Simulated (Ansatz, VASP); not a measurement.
# Two plane-wave programs on BN

POSCAR

```
BN
1.0
    2.3950581055      0.0000000000      0.0000000000
   -1.1975290528      2.0741811629      0.0000000000
    0.0000000000      0.0000000000      6.2483403913
B N
2 2
Direct
    0.3333333333      0.6666666667      0.2500000000
    0.6666666667      0.3333333333      0.7500000000
    0.3333333333      0.6666666667      0.7500000000
    0.6666666667      0.3333333333      0.2500000000
```

Contents of INCAR.step1:

```
SYSTEM = BN
ALGO     = Normal         ! electronic algorithm
EDIFF    = 1E-4           ! SCF threshold, eV
ENCUT    = 520            ! plane-wave cutoff, eV
GGA      = PE             ! functional
ISMEAR   = 0              ! smearing method
LASPH    = .True.         ! aspherical terms in the spheres
LCHARG   = .False.        ! write CHGCAR
LREAL    = .False.        ! projectors in reciprocal space
LWAVE    = .True.         ! write WAVECAR
NBANDS   = 16             ! bands
NELM     = 100            ! most SCF steps
PREC     = Accurate       ! precision mode
SIGMA    = 0.01           ! smearing width, eV
```

File INCAR.step2:

```
SYSTEM = BN
ALGO     = Normal         ! electronic algorithm
EDIFF    = 1E-7           ! SCF threshold, eV
ENCUT    = 520            ! plane-wave cutoff, eV
ISIF     = 2              ! what is computed and relaxed
ISMEAR   = 0              ! smearing method
ISTART   = 1            
LASPH    = .True.         ! aspherical terms in the spheres
LCHARG   = .True.         ! write CHGCAR
LELF     = .True.         ! ELF
LMIXTAU  = .True.       
LREAL    = .False.        ! projectors in reciprocal space
LVHAR    = .True.       
LWAVE    = .False.        ! write WAVECAR
METAGGA  = R2SCAN         ! meta-GGA
NBANDS   = 16             ! bands
NELM     = 100            ! most SCF steps
PREC     = Accurate       ! precision mode
SIGMA    = 0.01           ! smearing width, eV
```

File KPOINTS:

```
k-points
0
Gamma
  12 12 4
  0 0 0
```

Input for Ansatz:

```yaml
crystal:
  lattice:
    - [2.3950581055, 0.0, 0.0]
    - [-1.1975290528, 2.0741811629, 0.0]
    - [0.0, 0.0, 6.2483403913]
  atoms:
    - { symbol: B, position: [0.3333333333, 0.6666666667, 0.25] }
    - { symbol: B, position: [0.6666666667, 0.3333333333, 0.75] }
    - { symbol: "N", position: [0.3333333333, 0.6666666667, 0.75] }
    - { symbol: "N", position: [0.6666666667, 0.3333333333, 0.25] }
kpoints:
  mp_grid: { grid: [12, 12, 4] }
  band_path:
    path:
      - [0.0, 0.0, 0.0]
      - [0.5, 0.0, 0.0]
      - [0.3333333333, 0.3333333333, 0.0]
      - [0.0, 0.0, 0.5]
      - [0.5, 0.0, 0.5]
      - [0.3333333333, 0.3333333333, 0.5]
      - [0.299479, 0.299479, 0.0]
      - [0.0, 0.5, 0.0]
    npoints: 1
hamiltonian:
  xc: r2scan
scf:
  occupations: { method: fixed }
  n_extra_bands: 5
output:
  forces: true
  stress: true
  eigenvalues: true
```

Change from the starting cell: hydrostatic strain -4.2%.

Alike in both runs: task single point; functional r2SCAN; k mesh 12 × 12 × 4; no spin polarisation.

```csv
,VASP,Ansatz
version,VASP 6.6.1,Ansatz 0.2.0
potentials or method,"VASP PAW PBE potentials, release 64 (B, N)","plane waves, PAW"
plane-wave cutoff (eV),520,500
occupations,"gaussian, width 0.01 eV",fixed
valence electrons in the cell,16,16
```

VASP gave:

| Property | Result |
| --- | --- |
| gap on the k mesh at the Fermi level (eV) | 4.98 |
| pressure (GPa) | 42.8 |
| largest component of the traceless stress (GPa) | 39.06 |

Problem. What did Ansatz give for the same quantities?

Solution. gap on the k mesh at the Fermi level (eV): 4.94; pressure (GPa): 42.3; largest component of the traceless stress (GPa): 38.17.

Caveats: so large a pressure means that the cell lies far from this level's equilibrium, or that cutoff or potentials fall short (VASP); the potentials were made for another functional, which shifts forces and pressure (VASP). A k mesh can miss the band edges.
